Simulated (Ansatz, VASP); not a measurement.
## One calculation of CuI (Marshite), two programs

```
CELL_PARAMETERS angstrom
0.00000 3.03150 3.03150
3.03150 0.00000 3.03150
3.03150 3.03150 0.00000
ATOMIC_POSITIONS crystal
I 0.00000 0.00000 0.00000
Cu 0.75000 0.75000 0.75000
```

Alike in both runs: task relaxation of cell and atoms; functional PBEsol; dispersion D3(BJ); k mesh 8 × 8 × 8; occupations fermi-dirac, width 0.05 eV; no spin polarisation.

|  | VASP | Ansatz |
| --- | --- | --- |
| version | VASP 6.6.1 | Ansatz 0.2.0 |
| potentials or method | VASP PAW PBE potentials, release 64 (I, Cu), cutoff 600 eV | all-electron LAPW, scalar-relativistic |

VASP gave:

- relaxed volume (Å³/atom): 25.17
- relaxed cell length with the largest relative difference (Å): 4.144
- energy change over the relaxation (meV/atom): -39

**Question.** Which values does Ansatz return?

**Answer.** Relaxed volume (Å³/atom): 25.16; relaxed cell length with the largest relative difference (Å): 4.144; energy change over the relaxation (meV/atom): -41.

Ansatz ran all-electron here, so the differences hold the error of VASP's frozen core and of both bases.

Caveats: spin-orbit coupling is left out, which moves the levels of the heavy elements; the PAW data sets were made with another functional, which shifts forces and pressure a little (VASP). Expect the measured gap to be larger: semilocal functionals such as PBEsol lack the derivative discontinuity.
